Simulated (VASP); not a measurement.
AlP:

```
Al P
1.0
     0.00000    2.73926    2.73926
     2.73926    0.00000    2.73926
     2.73926    2.73926    0.00000
Al P
1 1
Direct
  0.00000 0.00000 0.00000
  0.25000 0.25000 0.25000
```

Base run:

* Program: VASP 6.6.1
* Functional: PBEsol
* Potentials or basis: VASP PAW PBE potentials, release 64 (Al, P)
* Cutoff: 520 eV
* k mesh: 6 × 6 × 6
* Occupations: gaussian, width 0.01 eV
* Spin: no spin polarisation

Its results: band gap on the k mesh 1.45 eV, indirect (least direct gap 3.12 eV); pressure -0.3 GPa.

Q: The run is repeated on the same cell with these changes: functional from PBEsol to HSE06; k mesh from 6 × 6 × 6 to 4 × 4 × 4. What comes out?

A: Band gap on the k mesh 2.30 eV, indirect (least direct gap 4.16 eV); pressure 0.0 GPa.

Several settings changed at once, so the effect can't be laid on one alone.

Caveats: some runs use coarse meshes; the PAW data sets were made with another functional, which shifts forces and pressure a little.

A k mesh can miss the band edges.
